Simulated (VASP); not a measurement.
Here is a VASP 6.6.1 calculation.

The input INCAR:

```
  PREC = Accurate
  ENCUT = 600
  EDIFF = 1E-6
  ISMEAR = 0
  SIGMA = 0.03
  LREAL = F
  LASPH = T
  NELM = 80
  ALGO = Normal
  ISIF = 3
  LWAVE = F
  LCHARG = F
  GGA = PE
  IVDW = 12
  IBRION = 2
  NSW = 90
  EDIFFG = -0.01
  KPAR = 4
```

File KPOINTS:

```
Automatic mesh
0
Gamma
  9 9 5
```

File POSCAR:

```
ZrSe2
1.0
    3.7980000000      0.0000000000      0.0000000000
   -1.8990000000      3.2891644836      0.0000000000
    0.0000000000      0.0000000000      6.1920000000
Zr Se
1 2
Direct
    0.0000000000      0.0000000000      0.0000000000
    0.3333333333      0.6666666667      0.2500000000
    0.6666666667      0.3333333333      0.7500000000
```

Potentials or basis: VASP PAW PBE potentials, release 64 (Zr_sv, Se).

The run is started by

```bash
$ cat potpaw_PBE.64/Zr_sv/POTCAR potpaw_PBE.64/Se/POTCAR > POTCAR
$ mpirun -np 4 vasp_std > vasp.out
```

Task: What does it give for the relaxed cell?

Result: a = 3.740 Å, b = 3.740 Å, c = 6.028 Å, α = 90.00°, β = 90.00°, γ = 120.00°.

Task: Predict the space group after relaxing (to 0.05 Å).

Result: P-3m1 (No. 164).

Task: Estimate the band gap on the k mesh.

Result: 0.05 eV, indirect (least direct gap 0.93 eV).

Task: Predict the relaxed volume.

Result: 24.35 Å³/atom.

Final structure:
```
Zr Se
1.0
     3.74035    0.00000    0.00000
    -1.87018    3.23924    0.00000
     0.00000    0.00000    6.02807
Zr Se
1 2
Cartesian
  0.0000 0.0000 0.0000
  0.0000 2.1595 1.5974
  1.8702 1.0797 4.4306
```

Caveat: an odd mesh through Γ misses points on the zone boundary, where band edges often lie.
